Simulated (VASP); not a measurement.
Wanted: the native input for a VASP 6.6.1 run.

- Task: single point
- Functional: PBE
- Potentials or basis: VASP PAW PBE potentials, release 64 (Hf_pv)
- Cutoff: 520 eV
- k mesh: 9 × 9 × 9
- Occupations: fermi-dirac, width 0.1 eV
- Spin: no spin polarisation
- Dipole correction: no
- Further INCAR settings: ALGO = Normal; EDIFF = 1e-06; NBANDS = 11

The structure of Hf lies in POSCAR:

```
Hf
1.0
   -1.8050000000      1.8050000000      1.8050000000
    1.8050000000     -1.8050000000      1.8050000000
    1.8050000000      1.8050000000     -1.8050000000
Hf
1
Direct
    0.0000000000      0.0000000000      0.0000000000
```

This isn't the form of Hf at room conditions, which is hcp.

The input as run:

INCAR

```
PREC = Accurate
ENCUT = 520
EDIFF = 1E-6
ISMEAR = -1
SIGMA = 0.1
LREAL = F
LASPH = T
NELM = 100
ALGO = Normal
ISIF = 2
LWAVE = F
LCHARG = F
GGA = PE
NBANDS = 11
```

KPOINTS

```
regular mesh
0
Gamma
  9 9 9
```

Potentials or basis: VASP PAW PBE potentials, release 64 (Hf_pv).

The run is started by

```sh
$ cat potpaw_PBE.64/Hf_pv/POTCAR > POTCAR
$ mpirun -np 1 vasp_std > vasp.out
```

It gave:

```
Pressure               : -4.9 GPa
Band gap on the k mesh : none (metal or under the smearing width)
```

Run time: 6.9 s on 1 thread of Intel(R) Xeon(R) Platinum 8375C CPU @ 2.90GHz (Ice Lake) (shared host), peak memory 0.14 GiB.
